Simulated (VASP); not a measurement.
# Be2C (Fm-3m) in VASP: further runs

The runs below take Be2C through relaxation of cell and atoms, single point, with PBE+D3(BJ).

Program: VASP 6.6.1. These are calculated values, not measurements. Logs are shortened: lines on timing, memory, paths and dates and some standing lists are left out, and cuts for length are marked.

## (1) The crystal as given

The structure is cubic, space group Fm-3m (No. 225). Conventional cell: a = 4.325 Å, b = 4.325 Å, c = 4.325 Å, α = 90.00°, β = 90.00°, γ = 90.00°. Around Be (site symmetry -43m) lie 4 C at 1.87 Å. C (site symmetry m-3m) is surrounded by 8 Be at 1.87 Å.

The cell is a database's computed one.

## (2) Relaxation of cell and atoms, PBE+D3(BJ)

The input, INCAR:

```
PREC = Accurate
ENCUT = 600
EDIFF = 1E-6
ISMEAR = 0
SIGMA = 0.1
LREAL = F
LASPH = T
NELM = 60
ALGO = Fast
ISIF = 3
LWAVE = F
LCHARG = F
GGA = PE
IVDW = 12
IBRION = 2
NSW = 90
EDIFFG = -0.04
```

The input, KPOINTS:

```
regular mesh
0
Gamma
  6 6 6
```

The input, POSCAR:

```
Be2C
1.0
    0.0000000000      2.1622560000      2.1622560000
    2.1622560000      0.0000000000      2.1622560000
    2.1622560000      2.1622560000      0.0000000000
Be C
2 1
Direct
    0.7500000000      0.7500000000      0.7500000000
    0.2500000000      0.2500000000      0.2500000000
    0.0000000000      0.0000000000      0.0000000000
```

Potentials or basis: VASP PAW PBE potentials, release 64 (Be, C).

The run is started by

```bash
$ cat potpaw_PBE.64/Be/POTCAR potpaw_PBE.64/C/POTCAR > POTCAR
$ mpirun -np 1 vasp_std > vasp.out
```

OUTCAR:

```text
PREC = Accurate
   ENCUT = 600
   EDIFF = 1E-6
   ISMEAR = 0
   LREAL = F
   LASPH = T
   NELM = 60
   ISIF = 3
   GGA = PE
   IVDW = 12
   IBRION = 2
   NSW = 90
   EDIFFG = -0.04
 IVDW          = 12

 ion  position               nearest neighbor table
   1  0.750  0.750  0.750-   3 1.87   3 1.87   3 1.87   3 1.87   2 2.16   2 2.16   2 2.16   2 2.16
                             2 2.16   2 2.16
   2  0.250  0.250  0.250-   3 1.87   3 1.87   3 1.87   3 1.87   1 2.16   1 2.16   1 2.16   1 2.16
                             1 2.16   1 2.16
   3  0.000  0.000  0.000-   1 1.87   1 1.87   1 1.87   1 1.87   2 1.87   2 1.87   2 1.87   2 1.87

  LATTYP: Found a face centered cubic cell.
 ALAT       =     4.3245120000

  Lattice vectors:

 A1 = (   0.0000000000,   2.1622560000,   2.1622560000)
 A2 = (   2.1622560000,   0.0000000000,   2.1622560000)
 A3 = (   2.1622560000,   2.1622560000,   0.0000000000)

Analysis of symmetry for initial positions (statically):
=====================================================================
 Subroutine PRICEL returns:
 Original cell was already a primitive cell.

 Routine SETGRP: Setting up the symmetry group for a
 face centered cubic supercell.

 Subroutine GETGRP returns: Found 48 space group operations
 (whereof 48 operations were pure point group operations)
 out of a pool of 48 trial point group operations.

The static configuration has the point symmetry O_h .

Analysis of symmetry for dynamics (positions and initial velocities):
=====================================================================
 Subroutine PRICEL returns:
 Original cell was already a primitive cell.

 Routine SETGRP: Setting up the symmetry group for a
 face centered cubic supercell.

 Subroutine GETGRP returns: Found 48 space group operations
 (whereof 48 operations were pure point group operations)
 out of a pool of 48 trial point group operations.

The dynamic configuration has the point symmetry O_h .

 Subroutine INISYM returns: Found 48 space group operations
 (whereof 48 operations are pure point group operations),
 and found     1 'primitive' translations

----------------------------------------------------------------------------------------

                                     Primitive cell

  volume of cell :      20.2186

  direct lattice vectors                    reciprocal lattice vectors
     0.000000000  2.162256000  2.162256000    -0.231239964  0.231239964  0.231239964
     2.162256000  0.000000000  2.162256000     0.231239964 -0.231239964  0.231239964
     2.162256000  2.162256000  0.000000000     0.231239964  0.231239964 -0.231239964

  length of vectors
     3.057891761  3.057891761  3.057891761     0.400519367  0.400519367  0.400519367

  position of ions in fractional coordinates (direct lattice)
     0.750000000  0.750000000  0.750000000
     0.250000000  0.250000000  0.250000000
     0.000000000  0.000000000  0.000000000

  ion indices of the primitive-cell ions
   primitive index   ion index
                 1           1
                 2           2
                 3           3

----------------------------------------------------------------------------------------

 KPOINTS: regular mesh

Automatic generation of k-mesh.
 Grid dimensions read from file:
 generate k-points for:    6    6    6

 Generating k-lattice:

  Cartesian coordinates                     Fractional coordinates (reciprocal lattice)
    -0.038539994  0.038539994  0.038539994     0.166666667  0.000000000  0.000000000
     0.038539994 -0.038539994  0.038539994     0.000000000  0.166666667  0.000000000
     0.038539994  0.038539994 -0.038539994     0.000000000  0.000000000  0.166666667

  Length of vectors
     0.066753228  0.066753228  0.066753228

  Shift w.r.t. Gamma in fractional coordinates (k-lattice)
     0.000000000  0.000000000  0.000000000

 Subroutine IBZKPT returns following result:
 ===========================================

 Found     16 irreducible k-points:

 Following reciprocal coordinates:
            Coordinates               Weight
  0.000000  0.000000  0.000000      1.000000
  0.166667  0.000000  0.000000      8.000000
  0.333333  0.000000  0.000000      8.000000
  0.500000  0.000000  0.000000      4.000000
  0.166667  0.166667  0.000000      6.000000
  0.333333  0.166667  0.000000     24.000000
[... 8 lines left out ...]
 -0.333333  0.333333  0.166667     24.000000
 -0.333333  0.500000  0.166667     12.000000
   k-points           NKPTS =     16   k-points in BZ     NKDIM =     16   number of bands    NBANDS=      8
   number of dos      NEDOS =    301   number of ions     NIONS =      3
   total plane-waves  NPLWV =  13824
   dimension x,y,z NGX =    24 NGY =   24 NGZ =   24
   dimension x,y,z NGXF=    48 NGYF=   48 NGZF=   48
   ions per type =               2   1
   NGX,Y,Z   is equivalent  to a cutoff of  13.05, 13.05, 13.05 a.u.
   NGXF,Y,Z  is equivalent  to a cutoff of  26.10, 26.10, 26.10 a.u.
 SYSTEM =  unknown system
   PREC   = accura    normal or accurate (medium, high low for compatibility)
   ISTART =      0    job   : 0-new  1-cont  2-samecut
   ICHARG =      2    charge: 1-file 2-atom 10-const
   ISPIN  =      1    spin polarized calculation?
   LNONCOLLINEAR =      F non collinear calculations
   LSORBIT =      F    spin-orbit coupling
   LASPH  =      T    aspherical Exc in radial PAW
   ENCUT  =  600.0 eV  44.10 Ry    6.64 a.u.   6.11  6.11  6.11*2*pi/ulx,y,z
   NELM   =     60;   NELMIN=  2; NELMDL= -5     # of ELM steps
   EDIFF  = 0.1E-05   stopping-criterion for ELM
   LREAL  =      F    real-space projection
   EDIFFG = -.4E-01   stopping-criterion for IOM
   NSW    =     90    number of steps for IOM
   IBRION =      2    ionic relax: 0-MD 1-quasi-New 2-CG
   NFREE  =      1    steps in history (QN), initial steepest desc. (CG)
   ISIF   =      3    stress and relaxation
   ISYM   =      2    0-nonsym 1-usesym 2-fastsym
   POTIM  = 0.5000    time-step for ionic-motion
   TEBEG  =    0.0;   TEEND  =   0.0 temperature during run
   PSTRESS=    0.0 pullay stress
   NELECT =       8.0000    total number of electrons
   NUPDOWN=      -1.0000    fix difference up-down
   EMIN   =  10.00;   EMAX   =-10.00  energy-range for DOS
   EFERMI =   0.00;   METHOD = LEGACY
   ISMEAR =     0;   SIGMA  =   0.10  broadening in eV -4-tet -1-fermi 0-gaus
   EFERMI_NEDOS =   21; number of points for ismear=-14 and -15
   IALGO  =     68    algorithm
   IMIX   =      4    mixing-type and parameters
     AMIX     =   0.40;   BMIX     =  1.00
     AMIX_MAG =   1.60;   BMIX_MAG =  1.00
  volume/ion in A,a.u.               =       6.74        45.48
  Fermi-wavevector in a.u.,A,eV,Ry     =   1.201861  2.271189 19.653218  1.444471
  Thomas-Fermi vector in A             =   2.337659
   LORBIT       =      0    0 simple, 1 ext, 2 COOP (PROOUT), +10 PAW based schemes
   GGA     = PE    functional components
   LHFCALC =     F    Hartree Fock is set to
   AEXX    =    0.0000 exact exchange contribution
   IVDW    =    12    specifies the selected vdW correction
   LEPSILON=     F    determine dielectric tensor
   LRPA    =     F    only Hartree local field effects (RPA)
 conjugate gradient relaxation of ions
 non-spin polarized calculation
 RMM-DIIS sequential band-by-band and
 Gauss-broadening in eV      SIGMA  =   0.10
  energy-cutoff  :      600.00
  volume of cell :       20.22
 maximum number of plane-waves:       692
   NGX = 13   NGY = 13   NGZ = 13

--------------------------------------- Ionic step        1  -------------------------------------------

 number of electron       8.0000000 magnetization

 Free energy of the ion-electron system (eV)
  ---------------------------------------------------
  ext. energy  EPLUGINS =         0.00000000
  ---------------------------------------------------
  free energy    TOTEN  =       -17.45078606 eV

  energy without entropy =      -17.45078606  energy(sigma->0) =      -17.45078606

------------------------ aborting loop because EDIFF is reached ----------------------------------------

 Edisp (eV)   -0.93951

 E8    (eV) :    -0.3136

  FORCE on cell =-STRESS in cart. coord.  units (eV):
  Direction    XX          YY          ZZ          XY          YZ          ZX
  --------------------------------------------------------------------------------------
  -------------------------------------------------------------------------------------
  Total      -0.85634    -0.85634    -0.85634     0.00000    -0.00000     0.00000
  in kB     -67.85881   -67.85881   -67.85881     0.00000    -0.00000     0.00000
  external pressure =      -67.86 kB  Pullay stress =        0.00 kB
[... 63 lines left out ...]
  energy  without entropy=      -18.4041698870  energy(sigma->0) =      -18.40416989

--------------------------------------- Ionic step        3  -------------------------------------------

 number of electron       8.0000000 magnetization

 Free energy of the ion-electron system (eV)
  ---------------------------------------------------
  ext. energy  EPLUGINS =         0.00000000
  ---------------------------------------------------
  free energy    TOTEN  =       -17.43251237 eV

  energy without entropy =      -17.43251237  energy(sigma->0) =      -17.43251237

 E-fermi :   8.5435     XC(G=0): -11.5837

 val. band max:        8.0978359236   @ k =   0.0000   0.0000   0.0000
 cond. band min:       9.2683767915   @ k =   0.5000   0.5000   0.0000
 fundamental gap:      1.1705408679
 Fermi energy:         8.5434962904

 k-point     1 :       0.0000    0.0000    0.0000
  band No.  band energies     occupation
      1      -7.2176      2.00000
      2       8.0978      2.00000
      3       8.0978      2.00000
      4       8.0978      2.00000
      5      12.2924      0.00000
      6      12.2924      0.00000
      7      12.2924      0.00000
      8      15.2625      0.00000
[... 197 lines left out ...]
  FREE ENERGIE OF THE ION-ELECTRON SYSTEM (eV)
  ---------------------------------------------------
  free  energy   TOTEN  =       -18.4049482130 eV

  energy  without entropy=      -18.4049482130  energy(sigma->0) =      -18.40494821

 reached required accuracy - stopping structural energy minimisation
```

Run time: 4.2 s. Hardware: 1 thread of Intel Xeon 6975P-C (Granite Rapids), shared host; peak memory 0.14 GiB.

What came out:

```
Free energy                            : -18.4049 eV
Relaxed volume                         : 6.52 Å³/atom
Relaxed cell                           : a = 3.024 Å, b = 3.024 Å, c = 3.024 Å, α = 60.00°, β = 60.00°, γ = 60.00°
Space group after relaxing (to 0.05 Å) : Fm-3m (No. 225)
Energy gained by relaxing              : 4.9 meV/atom
Ionic steps                            : 3
Pressure after relaxing                : 0.0 GPa
Band gap on the k mesh                 : 1.17 eV, indirect (least direct gap 4.19 eV)
Dispersion energy per atom             : -0.324 eV
```

The path:
| step | energy change (eV) | largest force (eV/Å) | pressure (GPa) | volume (Å³) |
| --- | --- | --- | --- | --- |
| 1 | 0.0000 | 0.0000 | -6.79 | 20.22 |
| 2 | -0.0139 | 0.0000 | 1.71 | 19.39 |
| 3 | -0.0147 | 0.0000 | 0.00 | 19.55 |

Final structure:
```yaml
crystal:
  lattice:
    - [0.00000, 2.13799, 2.13799]
    - [2.13799, 0.00000, 2.13799]
    - [2.13799, 2.13799, 0.00000]
  atoms:
    - { symbol: Be, position: [0.75000, 0.75000, 0.75000] }
    - { symbol: Be, position: [0.25000, 0.25000, 0.25000] }
    - { symbol: C, position: [0.00000, 0.00000, 0.00000] }
```

A k mesh can miss the band edges.

## (3) Single point, PBE+D3(BJ)

The input, INCAR:

```
  ALGO = Fast
  EDIFF = 1E-7
  ENCUT = 520
  GGA = PE
  ISIF = 2
  ISMEAR = 0
  IVDW = 12
  LASPH = True
  LCHARG = False
  LREAL = False
  LWAVE = False
  NBANDS = 11
  NELM = 60
  PREC = Accurate
  SIGMA = 0.1
```

The input, KPOINTS:

```
k-points
0
Gamma
  6 6 6
```

POSCAR is that of step 2.

Potentials or basis: VASP PAW PBE potentials, release 64 (Be, C).

The run is started by

```bash
$ cat potpaw_PBE.64/Be/POTCAR potpaw_PBE.64/C/POTCAR > POTCAR
$ mpirun -np 1 vasp_std > vasp.out
```

OUTCAR:

```text
EDIFF = 1E-7
   ENCUT = 520
   GGA = PE
   ISIF = 2
   ISMEAR = 0
   IVDW = 12
   LASPH = True
   LREAL = False
   NELM = 60
   PREC = Accurate
 IVDW          = 12

 ion  position               nearest neighbor table
   1  0.750  0.750  0.750-   3 1.87   3 1.87   3 1.87   3 1.87   2 2.16   2 2.16   2 2.16   2 2.16
                             2 2.16   2 2.16
   2  0.250  0.250  0.250-   3 1.87   3 1.87   3 1.87   3 1.87   1 2.16   1 2.16   1 2.16   1 2.16
                             1 2.16   1 2.16
   3  0.000  0.000  0.000-   1 1.87   1 1.87   1 1.87   1 1.87   2 1.87   2 1.87   2 1.87   2 1.87

  LATTYP: Found a face centered cubic cell.
 ALAT       =     4.3245120000

  Lattice vectors:

 A1 = (   0.0000000000,   2.1622560000,   2.1622560000)
 A2 = (   2.1622560000,   0.0000000000,   2.1622560000)
 A3 = (   2.1622560000,   2.1622560000,   0.0000000000)

Analysis of symmetry for initial positions (statically):
=====================================================================
 Subroutine PRICEL returns:
 Original cell was already a primitive cell.

 Routine SETGRP: Setting up the symmetry group for a
 face centered cubic supercell.

[... 173 lines left out ...]
      4       7.7643      2.00000
      5      11.8949      0.00000
      6      11.8949      0.00000
      7      11.8949      0.00000
      8      14.5501      0.00000
      9      20.9549      0.00000
     10      20.9549      0.00000
     11      20.9549      0.00000
[... 197 lines left out ...]
 k-point    16 :      -0.3333    0.5000    0.1667
  band No.  band energies     occupation
      1      -3.4406      2.00000
      2       1.3855      2.00000
      3       1.8190      2.00000
      4       2.3797      2.00000
      5      11.7890      0.00000
      6      15.3337      0.00000
      7      17.7521      0.00000
      8      19.6978      0.00000
      9      21.5952      0.00000
     10      22.8897      0.00000
     11      24.5428      0.00000

------------------------ aborting loop because EDIFF is reached ----------------------------------------

 Edisp (eV)   -0.93951

 E8    (eV) :    -0.3136

  FORCE on cell =-STRESS in cart. coord.  units (eV):
  Direction    XX          YY          ZZ          XY          YZ          ZX
  --------------------------------------------------------------------------------------
  -------------------------------------------------------------------------------------
  Total      -0.83914    -0.83914    -0.83914     0.00000     0.00000    -0.00000
  in kB     -66.49592   -66.49592   -66.49592     0.00000     0.00000    -0.00000
  external pressure =      -66.50 kB  Pullay stress =        0.00 kB

 VOLUME and BASIS-vectors are now :
 -----------------------------------------------------------------------------
  energy-cutoff  :      520.00
  volume of cell :       20.22
      direct lattice vectors                 reciprocal lattice vectors
     0.000000000  2.162256000  2.162256000    -0.231239964  0.231239964  0.231239964
     2.162256000  0.000000000  2.162256000     0.231239964 -0.231239964  0.231239964
     2.162256000  2.162256000  0.000000000     0.231239964  0.231239964 -0.231239964

 POSITION                                       TOTAL-FORCE (eV/Angst)
 -----------------------------------------------------------------------------------
      3.24338      3.24338      3.24338        -0.000000     -0.000000     -0.000000
      1.08113      1.08113      1.08113         0.000000      0.000000      0.000000
      0.00000      0.00000      0.00000        -0.000000      0.000000      0.000000
 -----------------------------------------------------------------------------------
    total drift:                               -0.000000     -0.000000      0.000000

  FREE ENERGIE OF THE ION-ELECTRON SYSTEM (eV)
  ---------------------------------------------------
  free  energy   TOTEN  =       -18.3890622165 eV

  energy  without entropy=      -18.3890622165  energy(sigma->0) =      -18.38906222
```

OSZICAR:

```text
N       E                     dE             d eps       ncg     rms          rms(c)
DAV:   1     0.195296168075E+01    0.19530E+01   -0.37677E+03   352   0.660E+02
DAV:   2    -0.178295615361E+02   -0.19783E+02   -0.18088E+02   490   0.116E+02
DAV:   3    -0.185584373848E+02   -0.72888E+00   -0.72552E+00   476   0.163E+01
DAV:   4    -0.185619149712E+02   -0.34776E-02   -0.34767E-02   423   0.128E+00
DAV:   5    -0.185619281403E+02   -0.13169E-04   -0.13169E-04   441   0.720E-02    0.536E+00
RMM:   6    -0.175132119718E+02    0.10487E+01   -0.87228E-01   356   0.502E+00    0.213E+00
RMM:   7    -0.174598960560E+02    0.53316E-01   -0.11252E-01   384   0.218E+00    0.128E+00
RMM:   8    -0.174512808996E+02    0.86152E-02   -0.11120E-02   371   0.931E-01    0.283E-01
RMM:   9    -0.174497686437E+02    0.15123E-02   -0.61388E-04   412   0.315E-01    0.160E-01
RMM:  10    -0.174495452688E+02    0.22337E-03   -0.42564E-04   409   0.120E-01    0.265E-02
RMM:  11    -0.174495546558E+02   -0.93870E-05   -0.31578E-05   417   0.419E-02    0.938E-03
RMM:  12    -0.174495544694E+02    0.18638E-06   -0.11804E-06   419   0.116E-02    0.550E-03
RMM:  13    -0.174495544490E+02    0.20432E-07   -0.11573E-06   408   0.630E-03    0.128E-03
RMM:  14    -0.174495544041E+02    0.44859E-07   -0.40226E-08   314   0.178E-03
   1 F= -.18389062E+02 E0= -.18389062E+02  d E =-.362105E-13
```

Run time: 2.4 s. Hardware: 1 thread of Intel Xeon 6975P-C (Granite Rapids), shared host; peak memory 0.14 GiB.

What came out:

* Free energy: -18.3891 eV
* Pressure: -6.6 GPa
* Band gap on the k mesh: 1.16 eV, indirect (least direct gap 4.13 eV)
* Dispersion energy per atom: -0.313 eV

Levels at points of the mesh, in eV from the valence-band top:
```
           k point  band 1  band 2  band 3  band 4  band 5  band 6  band 7  band 8  band 9
(0.00, 0.00, 0.00)  -15.07    0.00    0.00    0.00    4.13    4.13    4.13    6.79   13.19
(0.50, 0.00, 0.00)  -12.19   -8.75   -1.84   -1.84    5.01    5.01    7.04    9.84   14.54
(0.50, 0.50, 0.00)  -11.44   -6.79   -4.74   -4.74    1.16    5.74   13.28   13.28   15.36
```
